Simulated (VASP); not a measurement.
# Ga (I4/mmm) in VASP: notebook, part 2 of 2

VASP 6.6.1. Earlier steps stand in the parts before.

### Step 4. Single point, PBE (strained and moved within the space group)

Input file INCAR:

```
  PREC = Accurate
  ENCUT = 520
  EDIFF = 1E-6
  ISMEAR = 0
  SIGMA = 0.1
  LREAL = False
  LASPH = True
  NELM = 100
  ALGO = Fast
  ISIF = 2
  LWAVE = False
  LCHARG = False
  GGA = PE
  NBANDS = 12
```

Input file KPOINTS:

```
Automatic mesh
0
Gamma
  20 20 20
```

Input file POSCAR:

```
Ga
1.0
   -1.4349301200      1.4349301200      2.4118448700
    1.4349301200     -1.4349301200      2.4118448700
    1.4349301200      1.4349301200     -2.4118448700
Ga
1
Direct
    0.0000000000      0.0000000000      0.0000000000
```

Potentials or basis: VASP PAW PBE potentials, release 64 (Ga_d).

On the command line:

```console
$ cat potpaw_PBE.64/Ga_d/POTCAR > POTCAR
$ mpirun -np 1 vasp_std > vasp.out
```

OUTCAR:

```text
PREC = Accurate
   ENCUT = 520
   EDIFF = 1E-6
   ISMEAR = 0
   LREAL = False
   LASPH = True
   NELM = 100
   ISIF = 2
   GGA = PE

 ion  position               nearest neighbor table
   1  0.000  0.000  0.000-

  LATTYP: Found a body centered tetragonal cell.
 ALAT       =     2.8698602400
 C/A-ratio  =     1.6808099826

  Lattice vectors:

 A1 = (  -1.4349301200,   1.4349301200,   2.4118448700)
 A2 = (   1.4349301200,  -1.4349301200,   2.4118448700)
 A3 = (   1.4349301200,   1.4349301200,  -2.4118448700)

Analysis of symmetry for initial positions (statically):
=====================================================================
 Subroutine PRICEL returns:
 Original cell was already a primitive cell.

 Routine SETGRP: Setting up the symmetry group for a
 body centered tetragonal supercell.

 Subroutine GETGRP returns: Found 16 space group operations
 (whereof 16 operations were pure point group operations)
 out of a pool of 16 trial point group operations.

The static configuration has the point symmetry D_4h.

Analysis of symmetry for dynamics (positions and initial velocities):
=====================================================================
 Subroutine PRICEL returns:
 Original cell was already a primitive cell.

 Routine SETGRP: Setting up the symmetry group for a
 body centered tetragonal supercell.

 Subroutine GETGRP returns: Found 16 space group operations
 (whereof 16 operations were pure point group operations)
 out of a pool of 16 trial point group operations.

The dynamic configuration has the point symmetry D_4h.

 Subroutine INISYM returns: Found 16 space group operations
 (whereof 16 operations are pure point group operations),
 and found     1 'primitive' translations

----------------------------------------------------------------------------------------

                                     Primitive cell

  volume of cell :      19.8642

  direct lattice vectors                    reciprocal lattice vectors
    -1.434930120  1.434930120  2.411844870     0.000000000  0.348449024  0.207310182
     1.434930120 -1.434930120  2.411844870     0.348449024  0.000000000  0.207310182
     1.434930120  1.434930120 -2.411844870     0.348449024  0.348449024  0.000000000

  length of vectors
     3.151990574  3.151990574  3.151990574     0.405455588  0.405455588  0.492781336

  position of ions in fractional coordinates (direct lattice)
     0.000000000  0.000000000  0.000000000

  ion indices of the primitive-cell ions
   primitive index   ion index
                 1           1

----------------------------------------------------------------------------------------

 KPOINTS: Automatic mesh

Automatic generation of k-mesh.
 Grid dimensions read from file:
 generate k-points for:   20   20   20

 Generating k-lattice:

  Cartesian coordinates                     Fractional coordinates (reciprocal lattice)
     0.000000000  0.017422451  0.010365509     0.050000000 -0.000000000  0.000000000
     0.017422451  0.000000000  0.010365509    -0.000000000  0.050000000  0.000000000
     0.017422451  0.017422451  0.000000000     0.000000000  0.000000000  0.050000000

  Length of vectors
     0.020272779  0.020272779  0.024639067

  Shift w.r.t. Gamma in fractional coordinates (k-lattice)
     0.000000000  0.000000000  0.000000000

 Subroutine IBZKPT returns following result:
 ===========================================

 Found    641 irreducible k-points:

 Following reciprocal coordinates:
            Coordinates               Weight
  0.000000  0.000000  0.000000      1.000000
  0.050000 -0.000000  0.000000      8.000000
  0.100000 -0.000000  0.000000      8.000000
  0.150000  0.000000 -0.000000      8.000000
  0.200000 -0.000000  0.000000      8.000000
  0.250000  0.000000 -0.000000      8.000000
[... 16 lines left out ...]
 -0.400000  0.050000  0.000000     16.000000
 -0.350000  0.050000  0.000000     16.000000
 [... further k-points ...]
   k-points           NKPTS =    641   k-points in BZ     NKDIM =    641   number of bands    NBANDS=     12
   number of dos      NEDOS =    301   number of ions     NIONS =      1
   total plane-waves  NPLWV =  13824
   dimension x,y,z NGX =    24 NGY =   24 NGZ =   24
   dimension x,y,z NGXF=    48 NGYF=   48 NGZF=   48
   ions per type =               1
   NGX,Y,Z   is equivalent  to a cutoff of  12.66, 12.66, 12.66 a.u.
   NGXF,Y,Z  is equivalent  to a cutoff of  25.32, 25.32, 25.32 a.u.
 SYSTEM =  unknown system
   PREC   = accura    normal or accurate (medium, high low for compatibility)
   ISTART =      0    job   : 0-new  1-cont  2-samecut
   ICHARG =      2    charge: 1-file 2-atom 10-const
   ISPIN  =      1    spin polarized calculation?
   LNONCOLLINEAR =      F non collinear calculations
   LSORBIT =      F    spin-orbit coupling
   LASPH  =      T    aspherical Exc in radial PAW
   ENCUT  =  520.0 eV  38.22 Ry    6.18 a.u.   5.86  5.86  5.86*2*pi/ulx,y,z
   NELM   =    100;   NELMIN=  2; NELMDL= -5     # of ELM steps
   EDIFF  = 0.1E-05   stopping-criterion for ELM
   LREAL  =      F    real-space projection
   EDIFFG = 0.1E-04   stopping-criterion for IOM
   NSW    =      0    number of steps for IOM
   IBRION =     -1    ionic relax: 0-MD 1-quasi-New 2-CG
   NFREE  =      0    steps in history (QN), initial steepest desc. (CG)
   ISIF   =      2    stress and relaxation
   ISYM   =      2    0-nonsym 1-usesym 2-fastsym
   POTIM  = 0.5000    time-step for ionic-motion
   TEBEG  =    0.0;   TEEND  =   0.0 temperature during run
   PSTRESS=    0.0 pullay stress
   NELECT =      13.0000    total number of electrons
   NUPDOWN=      -1.0000    fix difference up-down
   EMIN   =  10.00;   EMAX   =-10.00  energy-range for DOS
   EFERMI =   0.00;   METHOD = LEGACY
   ISMEAR =     0;   SIGMA  =   0.10  broadening in eV -4-tet -1-fermi 0-gaus
   EFERMI_NEDOS =   21; number of points for ismear=-14 and -15
   IALGO  =     68    algorithm
   IMIX   =      4    mixing-type and parameters
     AMIX     =   0.40;   BMIX     =  1.00
     AMIX_MAG =   1.60;   BMIX_MAG =  1.00
  volume/ion in A,a.u.               =      19.86       134.05
  Fermi-wavevector in a.u.,A,eV,Ry     =   1.421343  2.685949 27.486719  2.020217
  Thomas-Fermi vector in A             =   2.542163
   LORBIT       =      0    0 simple, 1 ext, 2 COOP (PROOUT), +10 PAW based schemes
   GGA     = PE    functional components
   LHFCALC =     F    Hartree Fock is set to
   AEXX    =    0.0000 exact exchange contribution
   IVDW    =     0    specifies the selected vdW correction
   LEPSILON=     F    determine dielectric tensor
   LRPA    =     F    only Hartree local field effects (RPA)
 non-spin polarized calculation
 RMM-DIIS sequential band-by-band and
 Gauss-broadening in eV      SIGMA  =   0.10
  energy-cutoff  :      520.00
  volume of cell :       19.86
 maximum number of plane-waves:       552
   NGX = 11   NGY = 11   NGZ = 11

 number of electron      13.0000005 magnetization

 Free energy of the ion-electron system (eV)
  ---------------------------------------------------
  ext. energy  EPLUGINS =         0.00000000
  ---------------------------------------------------
  free energy    TOTEN  =        -2.88260164 eV

  energy without entropy =       -2.88074910  energy(sigma->0) =       -2.88167537

 E-fermi :   5.0564     XC(G=0): -10.7618

 val. band max:        5.0225993276   @ k =  -0.3000  -0.4000   0.1000
 cond. band min:       5.0656758323   @ k =   0.4000   0.3000   0.1000
 fundamental gap:      0.0430765047
 Fermi energy:         5.0563658819

 k-point     1 :       0.0000    0.0000    0.0000
  band No.  band energies     occupation
      1      -9.8893      2.00000
      2      -9.7722      2.00000
      3      -9.7362      2.00000
      4      -9.7362      2.00000
      5      -9.6104      2.00000
      6      -5.5776      2.00000
      7      16.3694      0.00000
      8      16.8332      0.00000
      9      16.8332      0.00000
     10      20.3774      0.00000
     11      21.0340      0.00000
     12      21.3972      0.00000
[... 331 lines left out ...]
 k-point    24 :      -0.3500    0.0500    0.0000
  band No.  band energies     occupation
      1      -9.8361      2.00000
      2      -9.8236      2.00000
      3      -9.7121      2.00000
      4      -9.6424      2.00000
      5      -9.6212      2.00000
      6      -2.6451      2.00000
      7       5.7104      0.00000
      8      12.6404      0.00000
      9      16.0656      0.00000
     10      16.9298      0.00000
     11      20.0547      0.00000
     12      21.9033      0.00000

 [... further k-points ...]

------------------------ aborting loop because EDIFF is reached ----------------------------------------

  FORCE on cell =-STRESS in cart. coord.  units (eV):
  Direction    XX          YY          ZZ          XY          YZ          ZX
  --------------------------------------------------------------------------------------
  -------------------------------------------------------------------------------------
  Total       -0.2010177     -0.2010177     -0.3201229      0.0000000     -0.0000000      0.0000000
  in kB      -16.2133980    -16.2133980    -25.8200148      0.0000000     -0.0000000      0.0000000
  external PRESSURE =     -19.4156036 kB  Pullay stress =       0.0000000 kB

 VOLUME and BASIS-vectors are now :
 -----------------------------------------------------------------------------
  energy-cutoff  :      520.00
  volume of cell :       19.86
      direct lattice vectors                 reciprocal lattice vectors
    -1.434930120  1.434930120  2.411844870     0.000000000  0.348449024  0.207310182
     1.434930120 -1.434930120  2.411844870     0.348449024  0.000000000  0.207310182
     1.434930120  1.434930120 -2.411844870     0.348449024  0.348449024  0.000000000

 POSITION                                       TOTAL-FORCE (eV/Angst)
 -----------------------------------------------------------------------------------
      0.00000      0.00000      0.00000        -0.000000     -0.000000      0.000000
 -----------------------------------------------------------------------------------
    total drift:                                0.000000      0.000000     -0.000000

  FREE ENERGIE OF THE ION-ELECTRON SYSTEM (eV)
  ---------------------------------------------------
  free  energy   TOTEN  =        -2.8826016368 eV

  energy  without entropy=       -2.8807491042  energy(sigma->0) =       -2.88167537
```

Run time: 36 s. Hardware: 1 thread of Intel Xeon 6975P-C (Granite Rapids), shared host; peak memory 0.25 GiB.

What came out:

```yaml
Free_energy: -2.8826 eV
Pressure: -1.9 GPa
Band_gap_on_the_k_mesh: none (metal or under the smearing width)
```

### Step 5. Single point, PBE (strained and moved within the space group)

Input file INCAR:

```
PREC = Accurate
ENCUT = 520
EDIFF = 1E-6
ISMEAR = 0
SIGMA = 0.1
LREAL = F
LASPH = T
NELM = 100
ALGO = Fast
ISIF = 2
LWAVE = F
LCHARG = F
GGA = PE
NBANDS = 12
```

Input file KPOINTS:

```
regular mesh
0
Gamma
  20 20 20
```

Input file POSCAR:

```
Ga
1.0
   -1.4106128400      1.4106128400      2.3063685900
    1.4106128400     -1.4106128400      2.3063685900
    1.4106128400      1.4106128400     -2.3063685900
Ga
1
Direct
    0.0000000000      0.0000000000      0.0000000000
```

On the command line:

```console
$ cat potpaw_PBE.64/Ga_d/POTCAR > POTCAR
$ mpirun -np 1 vasp_std > vasp.out
```

It took 36 s on 1 thread of Intel Xeon 6975P-C (Granite Rapids), shared host; peak memory 0.25 GiB.

It converged, with:

```yaml
Free_energy: -2.8861 eV
Pressure: 1.8 GPa
Band_gap_on_the_k_mesh: none (metal or under the smearing width)
```

Stress tensor (GPa, compression positive):
```
1.96 0.00 0.00
0.00 1.96 0.00
0.00 0.00 1.46
```

Levels at points of the mesh, in eV from the Fermi level:
```
           k point  band 2  band 3  band 4  band 5  band 6  band 7  band 8  band 9  band 10  band 11
(0.00, 0.00, 0.00)  -14.91  -14.90  -14.90  -14.75  -11.27   12.40   12.55   12.55    16.01    16.26
(0.50, 0.00, 0.00)  -15.01  -14.89  -14.74  -14.69   -4.92   -4.08    8.00   11.86    11.98    15.66
(0.50, 0.50, 0.00)  -15.08  -14.75  -14.74  -14.61   -2.01   -1.24    3.80    4.95     7.82     8.03
(0.50, 0.50, 0.50)  -15.08  -14.70  -14.70  -14.70   -4.25   -3.68    6.73    6.73     9.89    10.71
```
